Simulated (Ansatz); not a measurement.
Runs of Ansatz 0.2.0 on TiCo3. Symmetry: Pm-3m, No. 221, cubic system. Conventional cell: a = 3.571 Å, b = 3.571 Å, c = 3.571 Å, α = 90.00°, β = 90.00°, γ = 90.00°. Co (site symmetry 4/mmm) has 8 Co at 2.53 Å and 4 Ti at 2.53 Å as nearest neighbours. Around Ti (site symmetry m-3m) lie 12 Co at 2.53 Å. 

```csv
task,level,potentials or basis,cutoff (eV),basis error allowed,pressure (GPa),moment (μB)
band structure,PBEsol,"all-electron LAPW, non-relativistic",276,0.002 eV/atom,(a),2.50
band structure,PBEsol,"all-electron LAPW, inner shells corrected to Dirac's equation",276,0.002 eV/atom,-3.9,2.51
band structure,PBEsol,"all-electron LAPW, scalar-relativistic",276,0.002 eV/atom,-3.9,2.51
band structure,LDA,"all-electron LAPW, scalar-relativistic",276,0.002 eV/atom,-15.4,0.64
single point,PBEsol,"all-electron LAPW, scalar-relativistic",298,0.001 eV/atom,-3.9,2.51
band structure,PBEsol,all-electron PAW datasets made for the crystal,300,-,-3.9,2.51
```

Alike in all rows: spin collinear, ferromagnetic start; cell as given; k mesh 8 × 8 × 8; smearing fermi-dirac 0.05 eV.

Question: Fill in the values left out.

Answer: (a) -0.9.

Not every run made on this cell is shown here.
